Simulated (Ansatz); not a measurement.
# Ga: the cost of one run

Computed with Ansatz 0.2.0 (DFT PBE, scalar-relativistic, unless a step's input says otherwise).

### Step 1. The starting structure

Symmetry: Cmcm, No. 63, orthorhombic system. The conventional cell has a = 2.900 Å, b = 8.130 Å, c = 3.170 Å, α = 90.00°, β = 90.00°, γ = 90.00°. Ga (site symmetry m2m) is surrounded by 8 Ga at 2.68 to 2.90 Å.

As a file:

```xyz
2
Lattice="1.4500 -4.0650 0.0000 1.4500 4.0650 0.0000 0.0000 0.0000 3.1700" Properties=species:S:1:pos:R:3 pbc="T T T"
Ga    1.4500   -2.9837    0.7925
Ga    1.4500    2.9837    2.3775
```

Atoms are numbered in the order of the input: Ga1, Ga2.

### Step 2. Volume × 0.94, LAPW

The input, input.yaml:

```yaml
crystal:
  lattice:
    - [1.4203998576, -3.9820175319, 0.0]
    - [1.4203998576, 3.9820175319, 0.0]
    - [0.0, 0.0, 3.1052879646]
  atoms:
    - { symbol: Ga, position: [0.867, 0.133, 0.25] }
    - { symbol: Ga, position: [0.133, 0.867, 0.75] }
kpoints:
  mp_grid: { grid: [12, 12, 10] }
  band_path:
    path:
      - [0.0, 0.0, 0.0]
      - [-0.5, 0.5, 0.0]
      - [-0.2818093587, 0.7181906413, 0.0]
      - [0.2818093587, 0.2818093587, 0.0]
      - [0.0, 0.0, 0.0]
      - [0.0, 0.0, 0.5]
      - [0.2818093587, 0.2818093587, 0.5]
      - [-0.2818093587, 0.7181906413, 0.5]
      - [-0.5, 0.5, 0.5]
    npoints: 5
scf:
  occupations: { method: fermi_dirac, width: 0.08 }
hamiltonian:
  xc: pbe
  pseudopotentials: { kind: all_electron, lapw: { basis_error: 0.001 } }
output:
  forces: true
  stress: true
  eigenvalues: true
```

Run with:

```bash
$ ansatz run input.yaml --threads 1 --pin off --max-ram 3072MiB --backend cpu --events-out ev --progress --plain --runs-dir out
```

What time and memory should one allow on 1 thread of Intel Xeon Platinum 8488C (Sapphire Rapids), shared host?

About 38 s, with a peak of 0.68 GiB.
